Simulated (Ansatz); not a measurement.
## How MgS answers to pressure

```
CELL_PARAMETERS angstrom
0.00000 2.84837 2.84837
2.84837 0.00000 2.84837
2.84837 2.84837 0.00000
ATOMIC_POSITIONS crystal
Mg 0.00000 0.00000 0.00000
S 0.25000 0.25000 0.25000
```

The structure comes from a relaxation in the same program, started in the zincblende type, and has space group F-43m. Whether it is a known phase or the ground state wasn't checked.

The calculation used Ansatz 0.2.0, DFT, PBE, all-electron LAPW, scalar-relativistic.

The runs use a Γ-centred 13×13×13 k mesh, Fermi–Dirac smearing of 0.05 eV, basis error target 0.5 meV/atom, no spin polarisation.

The cell is scaled evenly with fractional coordinates held. Semilocal gaps are too small, but their slopes carry over better.

```csv
V/V(cell),P (GPa),gap on the k mesh (eV)
0.9500,3.17,3.625
0.9750,1.50,3.494
1.0000,0.03,3.369
1.0250,-1.27,3.249
```

Question: From the rows at 0.9750 and 1.0250, what is the bulk modulus at the cell's volume?

Answer: B = −ΔP/Δln V = −[(-1.27) − (1.50)]/0.05001 = 55.4 GPa.

Question: What are the gap's volume deformation potential and pressure coefficient?

Answer: dEg/dln V = (3.249 − 3.494)/0.05001 = -4.90 eV, and dEg/dP = −(dEg/dln V)/B = 88 meV/GPa: pressure widens the gap.

Question: Predict the row at V/V(cell) = 1.0500. How far is a linear estimate of P off?

Answer: P = -2.42 GPa, gap 3.135 eV. The linear estimate P(cell) − B ln(V/V(cell)) = -2.67 GPa misses by 0.25 GPa, since the modulus falls on expansion.
